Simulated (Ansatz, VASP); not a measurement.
MgZn4O in VASP and in Ansatz

```
Mg Zn O
1.0
    -2.22880    2.22880    5.27918
     2.22880   -2.22880    5.27918
     2.22880    2.22880   -5.27918
Mg Zn O
1 4 1
Direct
  0.50000 0.50000 0.00000
  0.36639 0.86639 0.50000
  0.86639 0.36639 0.50000
  0.63361 0.13361 0.50000
  0.13361 0.63361 0.50000
  0.00000 0.00000 0.00000
```

Alike in both runs: functional PBE; k mesh 4 × 4 × 4; occupations gaussian, width 0.2 eV; no spin polarisation.

Ansatz relaxed the structure, and its values are those at the end. VASP's run is a single point on that final structure, the one shown.

|  | VASP | Ansatz |
| --- | --- | --- |
| version | VASP 6.6.1 | Ansatz 0.2.0 |
| potentials or method | VASP PAW PBE potentials, release 64 (Mg, Zn, O) | scalar-relativistic, plane waves, PAW |
| plane-wave cutoff (eV) | 520 | 420 |
| valence electrons in the cell | 56 | 64 |

```tsv
	VASP	Ansatz	Ansatz less VASP
gap on the k mesh at the Fermi level (eV)	none	none	-
pressure (GPa)	0.2	0.1	-0.10
rms of the force components (eV/Å)	0.012	0.014	+0.0025
```

A gap of «none» marks a metal or a gap that the smearing closes. With one functional, cell and mesh, what is left measures potentials, basis and numerics. The two sets of potentials don't hold the same shells in valence.

Caveats: the k mesh is coarse (spacing up to 0.50 Å⁻¹), so the values aren't converged.
